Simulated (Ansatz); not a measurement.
Cu, 2 atoms in the cell. It takes space group Cmcm (No. 63, orthorhombic). Conventional cell: a = 2.437 Å, b = 7.953 Å, c = 2.475 Å, α = 90.00°, β = 90.00°, γ = 90.00°. Cu (site symmetry m2m) is surrounded by 10 Cu at 2.44 to 2.54 Å. This isn't the form of Cu at room conditions, which is fcc.

```yaml
Program: Ansatz 0.2.0
Task: relaxation of cell and atoms
Functional: PBEsol
Potentials_or_basis: Ansatz PAW
Cutoff: "420 eV (not typed: the program's choice for these potentials)"
k_mesh: 11 × 11 × 11
Occupations: fermi-dirac, width 0.05 eV
Spin: no spin polarisation
Target_pressure: 20 GPa
Target_pressure_GPa: 20
```

Potentials or basis: Ansatz PAW.

The run is started by

```sh
$ ansatz run input.yaml --threads 2 --pin off --max-ram 5632MiB --backend cpu --events-out ev --progress --plain --runs-dir out
```

Hardware: 2 threads of Arm Neoverse V1, with other jobs on the host.

Question: Estimate the wall time of this run.

Answer: Wall time 29 s on 2 threads of Arm Neoverse V1, on a shared host, peak memory 0.4 GiB. Counts: scf iterations 42, plane waves 417, k points 216, bands 23, ion steps 7.
